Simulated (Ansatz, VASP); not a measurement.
# Two plane-wave programs on BN

Contents of INCAR:

```
SYSTEM = BN
PREC = Accurate
ENCUT = 520
EDIFF = 1E-6
ISMEAR = 0
SIGMA = 0.05
LREAL = .False.
LASPH = .True.
NELM = 80
ALGO = Normal
ISIF = 2
LWAVE = .False.
LCHARG = .False.
GGA = PE
NBANDS = 11
```

The input KPOINTS:

```
regular mesh
0
Gamma
  12 12 12
  0 0 0
```

Contents of POSCAR:

```
BN
1.0
    0.0000000000      1.7060992614      2.0473191137
    1.7060992614      0.0000000000      2.0473191137
    1.7060992614      1.7060992614      0.0000000000
B N
1 1
Direct
    0.0000000000      0.0000000000      0.0000000000
    0.7500000000      0.7500000000      0.7500000000
```

Input for Ansatz:

```yaml
crystal:
  lattice:
    - [0.0, 1.7060992614, 2.0473191137]
    - [1.7060992614, 0.0, 2.0473191137]
    - [1.7060992614, 1.7060992614, 0.0]
  atoms:
    - { symbol: B, position: [0.0, 0.0, 0.0] }
    - { symbol: "N", position: [0.75, 0.75, 0.75] }
basis:
  ecutwfc: 420
kpoints:
  mp_grid: { grid: [12, 12, 12] }
hamiltonian:
  xc: pbe
scf:
  occupations: { method: gaussian, width: 0.05 }
output:
  forces: true
  stress: true
  eigenvalues: true
```

Alike in both runs: task single point; functional PBE; k mesh 12 × 12 × 12; occupations gaussian, width 0.05 eV; no spin polarisation.

|  | VASP | Ansatz |
| --- | --- | --- |
| version | VASP 6.6.1 | Ansatz 0.2.0 |
| potentials or method | VASP PAW PBE potentials, release 64 (B, N) | scalar-relativistic, plane waves, PAW |
| plane-wave cutoff (eV) | 520 | 420 |
| valence electrons in the cell | 8 | 8 |

```csv
,VASP,Ansatz,Ansatz less VASP
gap on the k mesh at the Fermi level (eV),2.78,2.79,+0.012
least direct gap on the mesh (eV),6.94,6.95,+0.005
pressure (GPa),0.2,0.0,-0.20
largest component of the traceless stress (GPa),92.63,92.56,-0.071
```

A k mesh can miss the band edges. A hybrid or GW would open this gap; PBE tends to underestimate it.
